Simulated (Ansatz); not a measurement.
ZrO₂:
```yaml
crystal:
  lattice:
    - [0.00000, 2.54470, 2.54470]
    - [2.54470, 0.00000, 2.54470]
    - [2.54470, 2.54470, 0.00000]
  atoms:
    - { symbol: Zr, position: [0.00000, 0.00000, 0.00000] }
    - { symbol: O, position: [0.25000, 0.25000, 0.25000] }
    - { symbol: O, position: [0.75000, 0.75000, 0.75000] }
```

Tensor components refer to the Cartesian frame of this cell.

### Question
Give the high-frequency dielectric tensor and the Born effective charge tensors of the independent atoms from DFPT, r²SCAN (plane waves, PAW; program Ansatz).

### Answer

ε∞:
```
5.32  0.00  0.00
0.00  5.32  0.00
0.00  0.00  5.32
```
Z* of atom 1 (Zr), rows: field, columns: displacement, in e:
```
5.68  0.00  0.00
0.00  5.68  0.00
0.00  0.00  5.68
```
Z* of atom 2 (O), rows: field, columns: displacement, in e:
```
-2.84   0.00   0.00
 0.00  -2.84   0.00
 0.00   0.00  -2.84
```

Static charges for comparison (Bader): Zr1 +2.72, O2 -1.36 e. Born charges measure polarisation by displacement and can exceed these by far.

Space group Fm-3m (fluorite). This is a known high-temperature phase of the composition, computed here at zero pressure and temperature. The cell was relaxed with r²SCAN under the symmetry of its start. At this level the phase is dynamically unstable (imaginary phonons). The run is not spin-polarised. Scalar-relativistic: spin–orbit coupling is off unless named, which matters more the heavier the elements.

Potentials: the later of the program's two PAW sets.
